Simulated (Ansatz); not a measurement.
# Cd, bcc: how the functional moves the structure

All rows: Ansatz, plane waves with scalar-relativistic PAW, 420 eV (500 eV for the SCAN forms), relaxed under each functional, no dispersion correction, no zero-point motion. B₀ comes from uniform scaling at fixed shape; a dash is a value not given.

```csv
functional,V (Å³/atom),cell,B₀ (GPa),magnetic state,ΔE to hcp (meV/atom)
PBE,23.36,a = 3.602 Å,35,spin not included,56
PBEsol,21.35,a = 3.495 Å,53,spin not included,73
LDA,20.32,a = 3.438 Å,63,spin not included,85
revPBE,24.49,a = 3.659 Å,27,spin not included,46
RPBE,24.97,a = 3.683 Å,25,spin not included,42
BLYP,28.51,a = 3.849 Å,9,spin not included,25
```

What does r²SCAN give?

V (Å³/atom): 22.12; cell: a = 3.537 Å; B₀ (GPa): 47; magnetic state: spin not included; ΔE to hcp (meV/atom): 87.
